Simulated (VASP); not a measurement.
# ZrS2: relaxation of cell and atoms with PBEsol

Crystal: ZrS2.

```xyz
3
Lattice="3.6914 0.0000 0.0000 -1.8457 3.1968 0.0000 0.0000 0.0000 6.0411" Properties=species:S:1:pos:R:3 pbc="T T T"
Zr    0.0000    0.0000    0.0000
S     1.8457    1.0656    4.6038
S     0.0000    2.1312    1.4372
```

The cell is a database's computed one.

- Program: VASP 6.6.1
- Task: relaxation of cell and atoms
- Functional: PBEsol
- Potentials or basis: VASP PAW PBE potentials, release 64 (Zr_sv, S)
- Cutoff: 600 eV
- k mesh: 3 × 3 × 2
- Occupations: gaussian, width 0.02 eV
- Spin: no spin polarisation
- Further INCAR settings: ALGO = Normal; EDIFF = 1e-07; IBRION = 2; EDIFFG = -0.005; NSW = 90; ISIF = 3

The relaxed volume is 23.06 Å³/atom. The relaxed cell is a = 3.673 Å, b = 3.673 Å, c = 5.921 Å, α = 90.00°, β = 90.00°, γ = 120.00°. The space group after relaxing (to 0.05 Å) is P-3m1 (No. 164). The energy gained by relaxing is 3.1 meV/atom, the ionic steps are 17 and the pressure after relaxing is 0.0 GPa. The band gap on the k mesh is 1.10 eV, indirect (least direct gap 1.46 eV).

Step by step:
| step | energy change (eV) | largest force (eV/Å) | pressure (GPa) | volume (Å³) |
| --- | --- | --- | --- | --- |
| 1 | 0.0000 | 0.2548 | -1.83 | 71.29 |
| 2 | 0.0057 | 0.3485 | 2.53 | 68.53 |
| 3 | -0.0085 | 0.0003 | -0.01 | 70.07 |
| 4 | -0.0085 | 0.0057 | 0.03 | 70.04 |
| 5 | -0.0086 | 0.0149 | 0.01 | 70.03 |
| 6 | -0.0087 | 0.0265 | 0.00 | 70.01 |
| 7 | -0.0087 | 0.0149 | -0.08 | 70.00 |
| 8 | -0.0088 | 0.0034 | -0.19 | 69.98 |
| 9 | -0.0088 | 0.0036 | -0.18 | 69.96 |
| 10 | -0.0088 | 0.0040 | -0.17 | 69.91 |
| 11 | -0.0089 | 0.0048 | -0.15 | 69.80 |
| 12 | -0.0091 | 0.0063 | -0.09 | 69.58 |
| 13 | -0.0092 | 0.0092 | 0.02 | 69.15 |
| 14 | -0.0092 | 0.0088 | 0.00 | 69.23 |
| 15 | -0.0092 | 0.0044 | 0.01 | 69.21 |
| 16 | -0.0092 | 0.0054 | 0.04 | 69.16 |
| 17 | -0.0092 | 0.0003 | -0.02 | 69.19 |

Final structure:
```
CELL_PARAMETERS angstrom
3.67315 0.00000 0.00000
-1.83657 3.18104 0.00000
0.00000 0.00000 5.92142
ATOMIC_POSITIONS crystal
Zr 0.00000 0.00000 0.00000
S 0.66667 0.33333 0.75993
S 0.33333 0.66667 0.24007
```

Levels at points of the mesh, in eV from the valence-band top:
```csv
k point,band 10,band 11,band 12,band 13,band 14,band 15
"(0.00, 0.00, 0.00)",-0.08,-0.08,0.00,1.46,1.46,2.34
"(0.00, 0.00, 0.50)",-1.72,-0.20,-0.20,1.42,1.42,2.68
```

Run time: 94 s on 1 thread of Intel(R) Xeon(R) Platinum 8488C (Sapphire Rapids) (shared host), peak memory 0.19 GiB.

Caveat: the k mesh is coarse (spacing up to 0.66 Å⁻¹), so the values aren't converged; the PAW data sets were made with another functional, which shifts forces and pressure a little; an odd mesh through Γ misses points on the zone boundary, where band edges often lie; this functional lacks dispersion, which binds the layers, so the pressure and a relaxed spacing across them are unreliable.
